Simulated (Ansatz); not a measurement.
LiF (P4_32_12) at 2 levels of theory

One geometry, relaxed with PBE; plane waves with PAW potentials in Ansatz, scalar-relativistic. No spin polarisation. Gaps are the least over mesh and band path; pressure is positive in compression.

```cif
data_structure
_symmetry_space_group_name_H-M 'P 1'
_symmetry_Int_Tables_number 1
_cell_length_a 5.3838
_cell_length_b 5.3838
_cell_length_c 2.8213
_cell_angle_alpha 90.000
_cell_angle_beta 90.000
_cell_angle_gamma 90.000
_cell_volume 81.78
loop_
_atom_site_label
_atom_site_type_symbol
_atom_site_fract_x
_atom_site_fract_y
_atom_site_fract_z
_atom_site_occupancy
Li1 Li 0.66329 0.33671 0.25000 1
Li2 Li 0.33671 0.66329 0.75000 1
Li3 Li 0.16329 0.16329 0.00000 1
Li4 Li 0.83671 0.83671 0.50000 1
F1 F 0.83117 0.16883 0.75000 1
F2 F 0.16883 0.83117 0.25000 1
F3 F 0.33117 0.33117 0.50000 1
F4 F 0.66883 0.66883 0.00000 1
```

```
level  cutoff (eV)  k mesh  gap (eV)  pressure (GPa)
  PBE          420   4×4×8      7.37             0.0
```

What comes out on the same cell with LDA?

```json
{"level": "LDA", "cutoff (eV)": "420", "k mesh": "4×4×8", "gap (eV)": "7.07", "pressure (GPa)": "-5.9"}
```

The cell was found from a structure generator's guess, not taken from experiment.
